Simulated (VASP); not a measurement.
A run of VASP 6.6.1:

The input INCAR:

```
SYSTEM = Ru
PREC     = Accurate       ! precision mode
ENCUT    = 520            ! plane-wave cutoff, eV
EDIFF    = 1E-6           ! SCF threshold, eV
ISMEAR   = -1             ! smearing method
SIGMA    = 0.1            ! smearing width, eV
LREAL    = .False.        ! projectors in reciprocal space
LASPH    = .True.         ! aspherical terms in the spheres
NELM     = 100            ! most SCF steps
ALGO     = Normal         ! electronic algorithm
ISIF     = 2              ! what is computed and relaxed
LWAVE    = .False.        ! write WAVECAR
LCHARG   = .False.        ! write CHGCAR
GGA      = PS             ! functional
NBANDS   = 21             ! bands
```

File KPOINTS:

```
regular mesh
0
Gamma
  11 11 11
  0 0 0
```

Contents of POSCAR:

```
Ru
1.0
    0.0000000000      2.7995557882      2.7995557882
    2.7995557882      0.0000000000      2.7995557882
    2.7995557882      2.7995557882      0.0000000000
Ru
2
Direct
    0.1250000000      0.1250000000      0.1250000000
    0.8750000000      0.8750000000      0.8750000000
```

Potentials or basis: VASP PAW PBE potentials, release 64 (Ru_pv).

Run with:

```bash
$ cat potpaw_PBE.64/Ru_pv/POTCAR > POTCAR
$ mpirun -np 1 vasp_std > vasp.out
```

Hardware: 1 thread of Intel(R) Xeon(R) 6975P-C (Granite Rapids), with other jobs on the host.

Q: How long does it take, and how much memory?

A: Run time: 18 s on 1 thread of Intel(R) Xeon(R) 6975P-C (Granite Rapids), with other jobs on the host, peak memory 0.18 GiB. Counts: scf iterations 11, k points 56.
